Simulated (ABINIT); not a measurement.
Crystal: Te.

```
Te
1.0
     4.45400    0.00000    0.00000
    -2.22700    3.85728    0.00000
     0.00000    0.00000    5.92400
Te
3
Direct
  0.73100 0.73100 0.00000
  0.00000 0.26900 0.66667
  0.26900 0.00000 0.33333
```

Program: ABINIT 10.8.3 (patched build). Alike in all runs: task single point; potentials or basis JTH PAW PBE v2.0; no spin polarisation; cell as given; smearing fermi-dirac 0.05 eV.

Q: Order these runs on this cell by their band gap on the k mesh, lowest first.
A. level r2SCAN; k mesh 4 × 4 × 3; cutoff (eV) 490; fine-grid cutoff 979.61 eV; mesh quality not flagged
B. level r2SCAN; k mesh 3 × 3 × 2; cutoff (eV) 490; fine-grid cutoff 979.61 eV; mesh quality coarse
C. level PBEsol; k mesh 4 × 4 × 3; cutoff (eV) 408; fine-grid cutoff 816.342 eV; mesh quality not flagged
D. level PBEsol; k mesh 6 × 6 × 4; cutoff (eV) 408; fine-grid cutoff 816.342 eV; mesh quality not flagged

A: D (0.15 eV), B (0.34 eV), C (0.76 eV), A (0.94 eV).

Caveats: some runs use coarse meshes; spin-orbit coupling is left out, which moves the levels of the heavy elements; an odd mesh through Γ misses points on the zone boundary, where band edges often lie (some runs).

A k mesh can miss the band edges, odd and even meshes differently.

Runs at the PBE level aren't shown here.
